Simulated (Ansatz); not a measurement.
# La: pressure up to the limit of the methods

The task here is to estimate one member of a computed series from the others.

Computed with Ansatz 0.2.0 (DFT, PBE, PAW with Ansatz's default frozen-core files, scalar-relativistic, unless a step's input says otherwise).

### The system as given

The structure is hexagonal, space group P6_3/mmc (No. 194). Conventional cell: a = 3.761 Å, b = 3.761 Å, c = 6.093 Å, α = 90.00°, β = 90.00°, γ = 120.00°. La (site symmetry -6m2) is surrounded by 12 La at 3.74 to 3.76 Å.

Structure file:

```xyz
2
Lattice="3.7612 0.0000 0.0000 -1.8806 3.2573 0.0000 0.0000 0.0000 6.0932" Properties=species:S:1:pos:R:3 pbc="T T T"
La    0.0000    2.1716    1.5233
La    1.8806    1.0858    4.5699
```

Whether this phase is the stable one at these pressures isn't tested.

Atoms are numbered in the order of the input: La1, La2.

Set-up of the first run:

input.yaml reads:

```yaml
crystal:
  lattice:
    - [3.7612476874, 0.0, 0.0]
    - [-1.8806238437, 3.2573360472, 0.0]
    - [0.0, 0.0, 6.0932212535]
  atoms:
    - { symbol: La, position: [0.3333333333, 0.6666666667, 0.25] }
    - { symbol: La, position: [0.6666666667, 0.3333333333, 0.75] }
kpoints:
  mp_grid: { grid: [13, 13, 7] }
scf:
  occupations: { method: fermi_dirac, width: 0.08 }
hamiltonian:
  xc: pbe
  pseudopotentials: { kind: paw }
output:
  forces: true
  stress: true
  write_density: true
  write_potential: true
  elf: true
  volumetric_format: npy
relax:
  f_tol: 0.005
  max_steps: 40
  cell: {}
```

Launch:

```sh
$ ansatz run input.yaml --threads 1 --pin off --max-ram 2048MiB --backend cpu --events-out ev --progress --plain --runs-dir out
```

Among the steps run: Cell relaxed at zero pressure, PAW; Volume scaled by 1, PAW; Shape and atoms relaxed at 0.88 of the volume, PAW; Volume scaled by 0.88, PAW; Shape and atoms relaxed at 0.78 of the volume, PAW; Volume scaled by 0.78, PAW; Shape and atoms relaxed at 0.68 of the volume, PAW; Volume scaled by 0.68, PAW; Shape and atoms relaxed at 0.58 of the volume, PAW; Volume scaled by 0.58, PAW; Shape and atoms relaxed at 0.5 of the volume, PAW; Volume scaled by 0.5, PAW; Volume scaled by 0.5, PAW (partial_waves polarizable); Shape and atoms relaxed at 0.43 of the volume, PAW; Volume scaled by 0.43, PAW; Volume scaled by 0.43, PAW (cutoff 1000 eV).

One of the session's tables, all rows but one given; the rest of the session is left out.

| method | volume over the first | volume (Å³/atom) | pressure (GPa) |
| --- | --- | --- | --- |
| PAW | 1 | 37.683 | 0.00 |
| PAW | 0.88 | 33.161 | 3.74 |
| PAW | 0.78 | 29.392 | 8.13 |
| PAW | 0.68 | ? | ? |
| PAW | 0.58 | 21.856 | 29.05 |
| PAW | 0.5 | 18.841 | 52.64 |
| PAW | 0.43 | 16.203 | 101.06 |
| PAW (cutoff 1000 eV) | 0.43 | 16.203 | 101.02 |
| PAW (partial_waves polarizable) | 0.5 | 18.841 | 52.64 |

**Question.** Estimate the row for PAW, 0.68.

The run gave: volume (Å³/atom): 25.624; pressure (GPa): 15.41. In the column «volume (Å³/atom)» it lies between PAW, 0.58 (21.856) and PAW, 0.78 (29.392).
